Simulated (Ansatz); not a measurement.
# ZrB2 (P6/mmm) in Ansatz: further runs, part 2 of 2

Ansatz 0.2.0. Earlier steps stand in the parts before.

## Step 3: Relaxation of cell and atoms, r2SCAN+U

File input.yaml:

```yaml
crystal:
  lattice:
    - [3.17, 0.0, 0.0]
    - [-1.585, 2.74530053, 0.0]
    - [0.0, 0.0, 3.533]
  atoms:
    - { symbol: Zr, position: [0.0, 0.0, 0.0] }
    - { symbol: B, position: [0.6666666667, 0.3333333333, 0.5] }
    - { symbol: B, position: [0.3333333333, 0.6666666667, 0.5] }
hamiltonian:
  xc: r2scan
  pseudopotentials: { kind: paw }
  hubbard: { sites: [{ species: Zr, l: d, u_eff: 1.0 }] }
kpoints:
  mp_grid: { grid: [10, 10, 8] }
scf:
  occupations: { method: fermi_dirac, width: 0.05 }
output:
  forces: true
  stress: true
  eigenvalues: true
relax:
  f_tol: 0.01
  max_steps: 40
  cell: { stress_tol: 0.05 }
```

Potentials or basis: Ansatz PAW.

Started as:

```sh
$ ansatz run input.yaml --threads 2 --pin off --max-ram 5632MiB --backend cpu --events-out ev --progress --plain --runs-dir out
```

It took 23 s on 2 threads of Arm Neoverse N1, shared host; peak memory 0.43 GiB.

The run converged. Its results:

```
Free energy                            : -4510.2897 eV
Relaxed volume                         : 10.33 Å³/atom
Relaxed cell                           : a = 3.168 Å, b = 3.168 Å, c = 3.565 Å, α = 90.00°, β = 90.00°, γ = 120.00°
Space group after relaxing (to 0.05 Å) : P6/mmm (No. 191)
Energy gained by relaxing              : 1.1 meV/atom
Ionic steps                            : 5
Pressure after relaxing                : 0.0 GPa
Band gap on the k mesh                 : none (metal or under the smearing width)
```

Step by step:
```csv
step,energy change (eV),largest force (eV/Å),volume (Å³)
1,0.0000,0.0000,30.75
2,-0.0003,0.0000,31.20
3,-0.0031,0.0000,30.98
4,-0.0031,0.0000,30.98
5,-0.0032,0.0000,30.98
```

Final structure:
```
CELL_PARAMETERS angstrom
3.16750 0.00000 0.00000
-1.58375 2.74314 0.00000
0.00000 0.00000 3.56498
ATOMIC_POSITIONS crystal
Zr 0.00000 0.00000 0.00000
B 0.66667 0.33333 0.50000
B 0.33333 0.66667 0.50000
```

Levels at points of the mesh, in eV from the Fermi level:
```
             k point  band 5  band 6  band 7  band 8  band 9  band 10  band 11  band 12  band 13
  (0.00, 0.00, 0.00)  -13.63   -2.72   -2.67   -2.67   -2.59     3.68     3.68     4.34     4.34
 (0.00, 0.00, -0.50)  -11.63   -7.43   -1.01   -1.01    0.54     0.54     0.91     0.91     1.90
 (0.00, -0.50, 0.00)   -9.50   -9.25   -4.11   -3.28   -2.68     2.22     2.53     5.20     5.24
(0.00, -0.50, -0.50)  -10.57   -7.59   -4.78   -4.32   -2.32     3.91     4.19     5.55     6.35
```

Eigenvalues of the final occupation matrices:
| site | spin | trace | eigenvalues |
| --- | --- | --- | --- |
| site 1 | 1 | 1.48 | 0.28 0.28 0.28 0.32 0.32 |

Caveat: the plane-wave basis is chosen anew once the cell has moved, so the energies of steps on either side of that aren't comparable; U without spin polarisation on a metal has little footing; the PAW data sets come from PBE, with cores solved anew for the run's functional, which leaves a small shift of forces and pressure; the U is typed as a test and isn't derived for this compound. Zero-point motion and thermal expansion aren't in these numbers.

## Step 4: Relaxation of cell and atoms, r2SCAN+U

input.yaml, as its differences from that of step 3:

```diff
@@ -12,3 +12,3 @@
   pseudopotentials: { kind: paw }
-  hubbard: { sites: [{ species: Zr, l: d, u_eff: 1.0 }] }
+  hubbard: { sites: [{ species: Zr, l: d, u_eff: 2.0 }] }
 kpoints:
```

Potentials or basis: Ansatz PAW.

Started as:

```sh
$ ansatz run input.yaml --threads 2 --pin off --max-ram 5632MiB --backend cpu --events-out ev --progress --plain --runs-dir out
```

The log of the run:

```text
Warning: RAYON_NUM_THREADS=2 ignored (pool sized by the plan → 2); use --threads N
Zr: projections on atomic orbitals take those of the free atom [Ar 3d10] 4s2 4p6 4d2 5s2, of charge +0.00 (hamiltonian.pseudopotentials.projection_atoms); the dataset's partial waves leave at most 4.4e-6 of an orbital's norm unspanned inside its sphere
B: projections on atomic orbitals take those of the free atom [He] 2s2 2p1, of charge +0.00 (hamiltonian.pseudopotentials.projection_atoms); the dataset's partial waves leave at most 3.0e-9 of an orbital's norm unspanned inside its sphere
Engine: ansatz 0.2.0, aarch64-unknown-linux-gnu
Pseudopotentials: kind: paw
Pseudopotential: Zr, paw, valence charge 12, recommended cutoff 500 eV (meta_gga), Zr.paw.azcp
Pseudopotential: B, paw, valence charge 3, recommended cutoff 500 eV (meta_gga), B.paw.azcp
Functional definition: r2SCAN
  parameter k0 = 0.174
  parameter k1 = 0.065
  parameter a1 = 4.9479
  exchange = r2scan_x(k0 = k0, k1 = k1, a1 = a1)
  correlation = r2scan_c
[... 97 lines left out ...]
  max |Σ_I F_I| component: 7.40e-32 eV/Å
--- Stress (GPa, compression-positive) ---
        0.011835       0.000000       0.000000
        0.000000       0.011835       0.000000
        0.000000       0.000000       0.015263
  P = ⅓ Tr σ = 0.0130 GPa (0.130 kbar)
--- Band table (eV; the first three rows and the last of 70) ---
  k-point 0: bands = ["-34.9300", "-12.3998", "-11.8281", "-11.8281", "2.2110", "13.0675", "13.2298", "13.2298", "13.3588", "19.6322", "19.6322", "20.1858", "20.1858"]
  k-point 1: bands = ["-34.9270", "-12.4502", "-11.8247", "-11.8247", "2.4343", "11.7110", "13.3766", "13.3766", "14.6489", "18.6143", "18.6143", "19.7204", "19.7204"]
  k-point 2: bands = ["-34.9191", "-12.5699", "-11.8165", "-11.8165", "3.0356", "10.2239", "13.8016", "13.8016", "16.0193", "17.4723", "17.4723", "18.6348", "18.6348"]
  k-point 69: bands = ["-34.7789", "-12.5253", "-12.4541", "-12.3466", "6.1242", "7.1512", "10.5497", "12.8867", "12.9176", "20.1200", "21.7849", "22.1108", "22.2250"]
Occupation matrices written to <dir>
--- Relaxed structure (4 steps of the walk, 4 accepted, 1 SCFs on fresh bases) ---
  F+E_penalty+E_count = -4509.25597737 eV   max|allowed force component| = 1.480e-16 eV/Å   (the final SCF, on the basis selected at the relaxed cell)
  cell:  # Å, volume = 31.0960 Å³
    - [3.1688663195047817, 0.0, 0.0]
    - [-1.5844331597523909, 2.7443187338880364, 0.0]
    - [0.0, 0.0, 3.575743745448553]
  atoms:
    - { symbol: Zr, position: [-7.771869017118452e-35, -1.7051246939234145e-35, 0.0] }
    - { symbol: B, position: [0.6666666666666667, 0.33333333333333337, 0.49999999999999994] }
    - { symbol: B, position: [0.33333333333333337, 0.6666666666666667, 0.49999999999999994] }
```

Run time: 24 s. Hardware: 2 threads of Arm Neoverse N1, shared host; peak memory 0.43 GiB.

Results:

```
Free energy                            : -4509.2560 eV
Relaxed volume                         : 10.37 Å³/atom
Relaxed cell                           : a = 3.169 Å, b = 3.169 Å, c = 3.576 Å, α = 90.00°, β = 90.00°, γ = 120.00°
Space group after relaxing (to 0.05 Å) : P6/mmm (No. 191)
Energy gained by relaxing              : 2.0 meV/atom
Ionic steps                            : 5
Pressure after relaxing                : 0.0 GPa
Band gap on the k mesh                 : none (metal or under the smearing width)
```

The path:
```csv
step,energy change (eV),largest force (eV/Å),volume (Å³)
1,0.0000,0.0000,30.75
2,-0.0008,0.0000,31.40
3,-0.0057,0.0000,31.11
4,-0.0057,0.0000,31.10
5,-0.0059,0.0000,31.10
```

Final structure:
```cif
data_structure
_symmetry_space_group_name_H-M 'P 1'
_symmetry_Int_Tables_number 1
_cell_length_a 3.1689
_cell_length_b 3.1689
_cell_length_c 3.5757
_cell_angle_alpha 90.000
_cell_angle_beta 90.000
_cell_angle_gamma 120.000
_cell_volume 31.10
loop_
_atom_site_label
_atom_site_type_symbol
_atom_site_fract_x
_atom_site_fract_y
_atom_site_fract_z
_atom_site_occupancy
Zr1 Zr 0.00000 0.00000 0.00000 1
B1 B 0.66667 0.33333 0.50000 1
B2 B 0.33333 0.66667 0.50000 1
```

Levels at points of the mesh, in eV from the Fermi level:
```csv
k point,band 7,band 8,band 9,band 10,band 11,band 12
"(0.00, 0.00, 0.00)",-2.70,-2.70,-2.57,3.71,3.71,4.26
"(0.00, 0.00, -0.50)",-1.07,-1.07,0.57,0.57,0.89,0.89
"(0.00, -0.50, 0.00)",-4.13,-3.35,-2.65,2.10,2.56,5.17
"(0.00, -0.50, -0.50)",-4.80,-4.35,-2.46,3.87,4.07,5.51
```

Eigenvalues of the final occupation matrices:
```csv
site,spin,trace,eigenvalues
site 1,1,1.46,0.27 0.27 0.27 0.32 0.32
```

Caveat: the plane-wave basis is chosen anew once the cell has moved, so the energies of steps on either side of that aren't comparable; U without spin polarisation on a metal has little footing; the PAW data sets come from PBE, with cores solved anew for the run's functional, which leaves a small shift of forces and pressure; the U is typed as a test and isn't derived for this compound.

## Step 5: Overview

```tsv
level	U	hubbard projectors	double counting	gap on the mesh (eV)	pressure (GPa)	relaxed volume (Å³/atom)
r2SCAN	-	-	-	none	0.0	10.29
r2SCAN+U	Zr d U = 1 eV	ortho-atomic (the default)	fll (the default)	none	0.0	10.33
r2SCAN+U	Zr d U = 2 eV	ortho-atomic (the default)	fll (the default)	none	0.0	10.37
```

Alike in all rows: task relaxation of cell and atoms; potentials or basis Ansatz PAW; no spin polarisation; cell relaxed; k mesh 10 × 10 × 8; cutoff (eV) 500; smearing fermi-dirac 0.05 eV.

Caveats: the plane-wave basis is chosen anew once the cell has moved, so the energies of steps on either side of that aren't comparable; the PAW data sets come from PBE, with cores solved anew for the run's functional, which leaves a small shift of forces and pressure; U without spin polarisation on a metal has little footing (some runs); the U is typed as a test and isn't derived for this compound (some runs).

Total energies depend on the potentials used, so only differences within one code and one set of settings carry meaning.
